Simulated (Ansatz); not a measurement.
**Structure relaxation of Cd**

The calculation used DFT PBE, scalar-relativistic, plane waves, PAW (Ansatz 0.2.0).

The start puts Cd on the beta-tungsten (A15) structure type (Pm-3n, No. 223), at a guessed volume.

Input of the last, converged step (default PAW datasets):

```yaml
crystal:
  lattice:
    - [5.5953303626, 0.0, 0.0]
    - [0.0, 5.5953303626, 0.0]
    - [0.0, 0.0, 5.5953303626]
  atoms:
    - { symbol: Cd, position: [0.5, 0.5, 0.5] }
    - { symbol: Cd, position: [0.0, 0.0, 0.0] }
    - { symbol: Cd, position: [0.25, 0.0, 0.5] }
    - { symbol: Cd, position: [0.5, 0.25, 0.0] }
    - { symbol: Cd, position: [0.5, 0.75, 0.0] }
    - { symbol: Cd, position: [0.75, 0.0, 0.5] }
    - { symbol: Cd, position: [0.0, 0.5, 0.75] }
    - { symbol: Cd, position: [0.0, 0.5, 0.25] }
basis:
  ecutwfc: 420
kpoints:
  mp_grid: { grid: [8, 8, 8] }
hamiltonian:
  xc: pbe
scf:
  occupations: { method: gaussian, width: 0.1 }
output:
  forces: true
  stress: true
  eigenvalues: true
relax:
  adjacent_minimum: "off"
  f_tol: 0.01
  max_steps: 80
  cell: { stress_tol: 0.05 }
```

It can be run as:

```bash
ansatz run input.yaml --threads 1 --pin off --backend cpu --events-out ev --progress --plain --runs-dir out  # memory cap (--max-ram) not shown
```

The program printed at the end:

```
SCF converged after 5 iterations
Free energy (F): -66035.460029 eV
Harris-Foulkes:  -66035.460029 eV  (|F-HF|=2.91e-11)
Internal energy: -66035.446224 eV  (E = F + TS)
E sigma→0 (E₀):  -66035.453127 eV
Entropy (-TS):   -0.013806 eV (-1.726 meV/atom)
Fermi energy:    13.332035 eV
--- Per-component energies (eV) ---
  E_band       = -3331.699387
  E_kinetic    = 4036.714485
  E_local      = -24361.129773  (includes V_loc(G=0)·N_el)
  E_nonlocal   = 256.845890
  E_hartree    = 11409.779934
  E_xc         = -1415.555464
  E_vxc        = -1775.302735  (∫ρ·V_xc dr)
  E_paw        = -32657.425688  (= ΣΔE_a)
  E_vpaw       = -4308.386424  (= ΣTr[D̂ρ^β])
  E_aug_tail   = 0.000108  (compensation charges beyond the density's cutoff)
  E_ewald      = -23304.675716
  E_smearing   = -0.013806  (= −TS)
  E_closure    =  0.000000  (closes the sum)
  Σ components = -66035.460029   (vs F -66035.460029, Δ=0.00e0)
--- Forces (eV/Å), atoms counted from 1 ---
  atom   1  Cd     0.00000000     0.00000000     0.00000000
  atom   2  Cd     0.00000000     0.00000000     0.00000000
  atom   3  Cd     0.00000000     0.00000000     0.00000000
  atom   4  Cd     0.00000000     0.00000000     0.00000000
  atom   5  Cd     0.00000000     0.00000000     0.00000000
  atom   6  Cd     0.00000000     0.00000000     0.00000000
  atom   7  Cd     0.00000000     0.00000000     0.00000000
  atom   8  Cd     0.00000000     0.00000000     0.00000000
  max |Σ_I F_I| component: 5.32e-17 eV/Å
--- Stress (GPa, compression-positive) ---
       -0.010323       0.000000       0.000000
        0.000000      -0.010323       0.000000
        0.000000       0.000000      -0.010323
  P = ⅓ Tr σ = -0.0103 GPa (-0.103 kbar)
--- Relaxed structure (4 steps of the walk, 4 accepted, 1 SCFs on fresh bases) ---
  F+E_penalty+E_count = -66035.46002944 eV   max|allowed force component| = 8.833e-17 eV/Å   (the final SCF, on the basis selected at the relaxed cell)
  cell:  # Å, volume = 184.9840 Å³
    - [5.697855, 0.000000, 0.000000]
    - [0.000000, 5.697855, 0.000000]
    - [0.000000, 0.000000, 5.697855]
  atoms:
    - { symbol: Cd, position: [0.5, 0.5, 0.5] }
    - { symbol: Cd, position: [0.000000, 0.000000, 0.000000] }
    - { symbol: Cd, position: [0.25, 0.000000, 0.5] }
    - { symbol: Cd, position: [0.5, 0.25, 0.000000] }
    - { symbol: Cd, position: [0.5, 0.750000, 0.000000] }
    - { symbol: Cd, position: [0.750000, 0.000000, 0.5] }
    - { symbol: Cd, position: [0.000000, 0.5, 0.750000] }
    - { symbol: Cd, position: [0.000000, 0.5, 0.25] }
```

Absolute energies hang on the potentials; compare differences alone.

The result has space group Pm-3n (No. 223). Cd on Wyckoff site a (2 atoms of the primitive cell) has 12 Cd at 3.19 Å; around Cd on Wyckoff site c (6 atoms of the primitive cell) lie 2 Cd at 2.85 Å, 4 Cd at 3.19 Å and 8 Cd at 3.49 Å.

It lies 0.02 eV/atom above the element's standard state at the same level.

For metals, differences of a few meV/atom aren't resolved.

Symmetry constrained the relaxation, so the result can be a saddle point.